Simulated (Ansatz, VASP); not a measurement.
# Two plane-wave programs on Te

File INCAR:

```
SYSTEM = Te
PREC = Accurate ; ENCUT = 520
EDIFF = 1E-8 ; ISMEAR = -1
SIGMA = 0.05 ; LREAL = .FALSE.
LASPH = .TRUE. ; NELM = 100
ALGO = Normal ; ISIF = 2
LWAVE = .FALSE. ; LCHARG = .FALSE.
GGA = PE ; LEFG = .TRUE.
NBANDS = 9
```

Contents of KPOINTS:

```
regular mesh
0
G
  14 14 14
  0 0 0
```

Contents of POSCAR:

```
Te
1.0
   -1.8872151528      1.8872151528      1.8872151528
    1.8872151528     -1.8872151528      1.8872151528
    1.8872151528      1.8872151528     -1.8872151528
Te
1
Direct
    0.0000000000      0.0000000000      0.0000000000
```

Input for Ansatz:

```yaml
crystal:
  lattice:
    - [-1.8872151528, 1.8872151528, 1.8872151528]
    - [1.8872151528, -1.8872151528, 1.8872151528]
    - [1.8872151528, 1.8872151528, -1.8872151528]
  atoms:
    - { symbol: Te, position: [0.0, 0.0, 0.0] }
kpoints:
  mp_grid: { grid: [14, 14, 14] }
scf:
  occupations: { method: fermi_dirac, width: 0.05 }
hamiltonian:
  xc: pbe
  pseudopotentials: { kind: paw }
output:
  forces: true
  stress: true
  eigenvalues: true
  efg: { contact_densities: true }
```

Change from the starting cell: volume scaled by 0.9405, PAW files.

Alike in both runs: task electric field gradients; functional PBE; k mesh 14 × 14 × 14; occupations fermi-dirac, width 0.05 eV; no spin polarisation.

```csv
,VASP,Ansatz
version,VASP 6.6.1,Ansatz 0.2.0
potentials or method,"VASP PAW PBE potentials, release 64 (Te)","PAW with Ansatz's default frozen-core files, scalar-relativistic"
plane-wave cutoff (eV),520,420
valence electrons in the cell,6,16
```

|  | VASP | Ansatz | Ansatz less VASP |
| --- | --- | --- | --- |
| pressure (GPa) | 3.8 | 3.9 | +0.09 |
| Vzz of the field gradient on the site that differs most (V/Å²) | 0.0 | 0.0 | 0.00 |

With one functional, cell and mesh, what is left measures potentials, basis and numerics. The two sets of potentials don't hold the same shells in valence. Ansatz warned: «gradients_without_spin_orbit».

Spin-orbit coupling is left out, which matters for the levels of Te.
